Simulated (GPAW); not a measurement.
Records of electronic-structure calculations.

## BP (F-43m): G0W0 with GPAW, start to end

The structure is cubic, space group F-43m (No. 216). Conventional cell: a = 4.538 Å, b = 4.538 Å, c = 4.538 Å, α = 90.00°, β = 90.00°, γ = 90.00°. B has 4 P at 1.97 Å nearest. Nearest to P lie 4 B at 1.97 Å. Farther neighbours are not listed.

```
B P
1.0
     0.00000    2.26900    2.26900
     2.26900    0.00000    2.26900
     2.26900    2.26900    0.00000
B P
1 1
Direct
  0.00000 0.00000 0.00000
  0.25000 0.25000 0.25000
```

| Item | Value |
| --- | --- |
| method | DFT, PBE, plane waves, PAW (and 1 further level or step) |
| program | GPAW 26.7.0 |
| settings of one run | cutoff 600 eV, GPAW PAW setups 1.2.1 data release, 6×6×6 k-mesh, nbands 132 |
| cost | 4 runs, 36 s in all on 8 MPI ranks of Arm Neoverse V2, shared host (the runs of this entry) |
| notes | The cell and positions come from the Crystallography Open Database and are kept as given unless a step says otherwise. Only 2 of the mesh’s irreducible points were corrected, so a valley elsewhere could overtake. Bands and cutoff are finite, so the gap is not at the basis limit. The miss can reach some tenths of an eV and take either sign; the mesh is an error of its own. |
| PBE gap | 1.25 eV, indirect |
| G0W0 gap on the mesh | 2.00 eV |
| G0W0 gap over the zone (rigid shift) | 1.92 eV |
| GW settings | 6×6×6 mesh, 122 bands, screening to 175 eV, Godby-Needs plasmon pole |
| known limits | not at the basis limit |

G0W0 moves the gap on the mesh from 1.34 eV to 2.00 eV (+0.66 eV), with Z of 0.80 and 0.81 at the edges. The mesh misses the band edges by 0.09 eV in all; a rigid shift gives 1.92 eV for the zone.

[Paths, hosts, dates, memory and timing lines, banners, echoed tables and standing remarks are left out of the program output.]

[Logs are printed without paths, hosts, clocks, repeated set-up lines and the standing remarks that a program may print on its own settings, such as how far it seeks lower states.]

[Runs of the session that timed out or met a known fault of the program may be left out.]

[Hosts, paths, dates, database ids (printed as entryN), source tags and the programs' standing remarks are cut or masked in the printed files.]
